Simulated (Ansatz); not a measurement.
Sn:

```
Sn
1.0
    -1.89465    1.89465    1.89465
     1.89465   -1.89465    1.89465
     1.89465    1.89465   -1.89465
Sn
1
Direct
  0.00000 0.00000 0.00000
```

This isn't the form of Sn at room conditions, which is tetragonal (white tin).

* Program: Ansatz 0.2.0
* Task: relaxation of cell and atoms
* Functional: HSE06
* Potentials or basis: Ansatz PAW
* Cutoff: 420 eV (not typed: the program's choice for these potentials)
* k mesh: 5 × 5 × 5
* Occupations: fermi-dirac, width 0.05 eV
* Spin: no spin polarisation

At the start: volume 27.20 Å³/atom.

Q: Where does the relaxation end?

A: It ends after 5 steps and the volume is 29.62 Å³/atom (+8.9 %); space group Im-3m (No. 229, to 0.05 Å).

The path:
```tsv
step	energy change (eV)	largest force (eV/Å)	volume (Å³)
1	0.0000	0.0000	27.20
2	-0.0141	0.0000	28.39
3	-0.0209	0.0000	29.69
4	-0.0209	0.0000	29.62
5	-0.0215	0.0000	29.62
```

Final structure:
```
Sn
1.0
    -1.94906    1.94906    1.94906
     1.94906   -1.94906    1.94906
     1.94906    1.94906   -1.94906
Sn
1
Cartesian
  0.0000 0.0000 0.0000
```

Caveat: the k mesh is coarse (spacing up to 0.47 Å⁻¹), so the values aren't converged, least of all with exact exchange; the plane-wave basis is chosen anew once the cell has moved, so the energies of steps on either side of that aren't comparable; the PAW data sets come from PBE, with cores solved anew for the run's functional, which leaves a small shift of forces and pressure.
